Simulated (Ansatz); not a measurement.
# SrO: pressure against volume per atom

Results calculated with Ansatz 0.2.0, not measured. Periodic Kohn-Sham DFT of a crystal at fixed atoms; pressure and stress are positive in compression; the energy is the free energy less that of spherical unpolarised free atoms; site moments are those in the method's own spheres, positive along +z.

Cell of the first row (space group Fm-3m, No. 225):
```
cell vectors (Å)
   0.0000     2.5173     2.5173
   2.5173     0.0000     2.5173
   2.5173     2.5173     0.0000
atoms (fractions of the cell vectors)
Sr  0.00000  0.00000  0.00000
O   0.50000  0.50000  0.50000
```

Settings of every row: method frozen-core PAW; functional LDA; relativity scalar; k mesh 8x8x8; filling fermi-dirac; smearing width 0.02 eV; wave cutoff 420 eV; paw set soft_2.

Atom start moment: 0 on all atoms.

Limits: PAW files made with PBE.

| row | volume per atom (Å³) | pressure (GPa) |
| --- | --- | --- |
| 1 | 15.952 | 1.907 |
| 2 | 16.122 | 0.739 |
| 3 | 16.292 | -0.362 |
| 4 | 16.631 | -2.381 |
| 5 | 16.801 | -3.307 |
| 6 | 16.971 | -4.181 |
| 7 | 17.14 | -5.005 |
| 8 | 17.31 | -5.784 |
| 9 | 17.649 | ? |
| 10 | 17.819 | -7.868 |
| 11 | 17.989 | -8.485 |

Question: what pressure should row 9 give?

Worked fit of pressure. Take u = (V_r/V)^(2/3) − 1 with V_r = 16.886 Å³ an atom, which is twice the finite (Eulerian) strain; such expansions in the strain, on which the Birch-Murnaghan equation of state is built, carry the rest volume and the bulk modulus. The shown rows have u = 0.03866, 0.03135, 0.02416, 0.0102, 0.00337, -0.00334, -0.0099, -0.0164, -0.03522, -0.04131. Least squares give pressure = −3.7514 + 130.411 × u + 398.07 × u² + 373 × u³ GPa; a parabola predicts inner rows, each left out in turn, worse (root mean square 0.0049 against 0.0016 GPa). The rows lie off it by 0.000, -0.001, 0.001, -0.002, 0.000, 0.002, -0.001, 0.001, -0.001, 0.001. The pressure vanishes at u = 0.0266, or V = 16.23 Å³ an atom, and there the bulk modulus at fixed shape and fractions is B = −V dP/dV = (2/3)(1 + u) dP/du = 104 GPa. The withheld row has u = -0.02903, so the fit gives −3.7514 + 130.411 × (-0.02903) + 398.07 × (-0.02903)² + 373 × (-0.02903)³ = -7.211 GPa.

The calculation gave -7.213 GPa. The fit lies 0.002 GPa (0.019 % of the column's range) above it; its largest miss of a shown row is 0.002 GPa.
